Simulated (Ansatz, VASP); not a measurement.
## C in VASP and in Ansatz

Contents of INCAR:

```
PREC = Accurate
ENCUT = 520
EDIFF = 1E-6
ISMEAR = 0
SIGMA = 0.05
LREAL = False
LASPH = True
NELM = 60
ALGO = Normal
ISIF = 2
LWAVE = False
LCHARG = False
GGA = CA
NBANDS = 11
```

KPOINTS

```
Automatic mesh
0
Gamma
  12 12 12
```

POSCAR

```
C
1.0
    0.0000000000      1.7856350203      1.8584730372
    1.6532022623      0.0000000000      1.8584730372
    1.6532022623      1.7856350203      0.0000000000
C
2
Direct
    0.5000000000      0.5000000000      0.5000000000
    0.7500000000      0.7500000000      0.7500000000
```

Input for Ansatz:

```yaml
crystal:
  lattice:
    - [0.0, 1.7856350203, 1.8584730372]
    - [1.6532022623, 0.0, 1.8584730372]
    - [1.6532022623, 1.7856350203, 0.0]
  atoms:
    - { symbol: C, position: [0.5, 0.5, 0.5] }
    - { symbol: C, position: [0.75, 0.75, 0.75] }
basis:
  ecutwfc: 520.0
kpoints:
  mp_grid: { grid: [12, 12, 12] }
hamiltonian:
  xc: lda
  pseudopotentials: { kind: paw, azcp: { folder: soft_1 } }
scf:
  occupations: { method: gaussian, width: 0.05 }
output:
  forces: true
  stress: true
  eigenvalues: true
```

Change from the starting cell: strain +e along x and -e along y -0.0375, strain +e along z and -e/2 along x and y +0.0525.

Alike in both runs: task single point; functional LDA; k mesh 12 × 12 × 12; occupations gaussian, width 0.05 eV; no spin polarisation.

|  | VASP | Ansatz |
| --- | --- | --- |
| version | VASP 6.6.1 | Ansatz 0.2.0 |
| potentials or method | VASP PAW LDA potentials, release 64 (C) | scalar-relativistic, plane waves, PAW |
| plane-wave cutoff (eV) | 520 | 520 |
| valence electrons in the cell | 8 | 8 |

VASP gave:

```
gap on the k mesh at the Fermi level (eV)       : 1.79
least direct gap on the mesh (eV)               : 4.04
pressure (GPa)                                  : 3.5
largest component of the traceless stress (GPa) : 56.43
```

What did Ansatz give for the same quantities?

gap on the k mesh at the Fermi level (eV): 1.80; least direct gap on the mesh (eV): 4.03; pressure (GPa): 1.8; largest component of the traceless stress (GPa): 56.53.

Ansatz warned: «pseudo_functional_mismatch».
